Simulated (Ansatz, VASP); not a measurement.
# Mg in VASP and in Ansatz

```xyz
1
Lattice="3.0503 0.0000 0.0000 -1.5251 2.6416 0.0000 0.0000 0.0000 3.0905" Properties=species:S:1:pos:R:3 pbc="T T T"
Mg    0.0000    0.0000    0.0000
```

Change from the starting cell: strain +0.000 along x and y, +0.015 along z, atoms carried along.

Alike in both runs: task single point; functional LDA; k mesh 18 × 18 × 16; occupations gaussian, width 0.15 eV; no spin polarisation.

|  | VASP | Ansatz |
| --- | --- | --- |
| version | VASP 6.6.1 | Ansatz 0.2.0 |
| potentials or method | VASP PAW LDA potentials, release 64 (Mg) | scalar-relativistic, plane waves, PAW |
| plane-wave cutoff (eV) | 520 | 420 |
| valence electrons in the cell | 2 | 10 |

```tsv
	VASP	Ansatz	Ansatz less VASP
gap on the k mesh at the Fermi level (eV)	none	none	-
pressure (GPa)	-1.1	-0.8	+0.24
largest component of the traceless stress (GPa)	0.53	0.53	+0.005
```

A gap of «none» marks a metal or a gap that the smearing closes. The two sets of potentials don't hold the same shells in valence.
